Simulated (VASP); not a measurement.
Here is a VASP 6.6.1 calculation.

Contents of POSCAR:

```
SnTe                                    
1.0
    0.0000000000      3.2061387962      3.2061387962
    3.2061387962      0.0000000000      3.2061387962
    3.2061387962      3.2061387962      0.0000000000
  Sn              Te            
     1     1
Direct
     0.0000000000000000    0.0000000000000000    0.0000000000000000
     0.5000000000000000    0.5000000000000000    0.5000000000000000
```

Contents of INCAR.step1:

```
PREC = Accurate ; ENCUT = 520
EDIFF = 1E-7 ; ISMEAR = 0
SIGMA = 0.02 ; LREAL = F
LASPH = T ; NELM = 80
ALGO = Normal ; ISIF = 2
LWAVE = F ; LCHARG = T
GGA = PE
```

Contents of KPOINTS.step1:

```
regular mesh
0
Gamma
  4 4 4
```

INCAR.step2

```
PREC = Accurate ; ENCUT = 520
EDIFF = 1E-7 ; ISMEAR = 0
SIGMA = 0.05 ; LREAL = F
LASPH = T ; NELM = 80
ALGO = Normal ; ISIF = 2
LWAVE = F ; LCHARG = F
GGA = PE ; ICHARG = 11
```

File KPOINTS.step2:

```
path GXWKGLUWLK,UX
15
line-mode
reciprocal
 0.0000000000  0.0000000000  0.0000000000  G
 0.5000000000  0.0000000000  0.5000000000  X

 0.5000000000  0.0000000000  0.5000000000  X
 0.5000000000  0.2500000000  0.7500000000  W

 0.5000000000  0.2500000000  0.7500000000  W
 0.3750000000  0.3750000000  0.7500000000  K

 0.3750000000  0.3750000000  0.7500000000  K
 0.0000000000  0.0000000000  0.0000000000  G

 0.0000000000  0.0000000000  0.0000000000  G
 0.5000000000  0.5000000000  0.5000000000  L

 0.5000000000  0.5000000000  0.5000000000  L
 0.6250000000  0.2500000000  0.6250000000  U

 0.6250000000  0.2500000000  0.6250000000  U
 0.5000000000  0.2500000000  0.7500000000  W

 0.5000000000  0.2500000000  0.7500000000  W
 0.5000000000  0.5000000000  0.5000000000  L

 0.5000000000  0.5000000000  0.5000000000  L
 0.3750000000  0.3750000000  0.7500000000  K

 0.6250000000  0.2500000000  0.6250000000  U
 0.5000000000  0.0000000000  0.5000000000  X
```

Potentials or basis: VASP PAW PBE potentials, release 64 (Sn_d, Te).

The run is started by

```console
$ cat potpaw_PBE.64/Sn_d/POTCAR potpaw_PBE.64/Te/POTCAR > POTCAR
$ cp INCAR.step1 INCAR
$ cp KPOINTS.step1 KPOINTS
$ mpirun -np 1 vasp_std > vasp.out
$ cp INCAR.step2 INCAR
$ cp KPOINTS.step2 KPOINTS
$ mpirun -np 1 vasp_std > vasp.out
```

(1) Predict the band gap on the k mesh.

(2) What does it give for the band gap along the path?

Results:

(1) 0.05 eV, direct.

(2) 0.05 eV, direct.

Caveat: the k mesh is coarse (spacing up to 0.42 Å⁻¹), so the values aren't converged; the log is that of the step along the path at fixed density, whose energy, stress, charges and moments have no meaning; spin-orbit coupling is left out, which moves the levels of the heavy elements.
